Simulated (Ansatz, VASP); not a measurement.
# Nb in VASP and in Ansatz

```xyz
1
Lattice="0.0000 2.1093 2.1093 2.1093 0.0000 2.1093 2.1093 2.1093 0.0000" Properties=species:S:1:pos:R:3 pbc="T T T"
Nb    0.0000    0.0000    0.0000
```

Alike in both runs: task relaxation of cell and atoms; functional PBE; k mesh 17 × 17 × 17; occupations fermi-dirac, width 0.05 eV; no spin polarisation.

|  | VASP | Ansatz |
| --- | --- | --- |
| version | VASP 6.6.1 | Ansatz 0.2.0 |
| potentials or method | VASP PAW PBE potentials, release 64 (Nb_sv), cutoff 600 eV | all-electron LAPW, scalar-relativistic |

|  | VASP | Ansatz | Ansatz less VASP |
| --- | --- | --- | --- |
| relaxed volume (Å³/atom) | 18.73 | 18.77 | +0.038 |
| relaxed cell length with the largest relative difference (Å) | 2.981 | 2.983 | +0.0020 |

Ansatz ran all-electron here, so the differences hold the error of VASP's frozen core and of both bases.
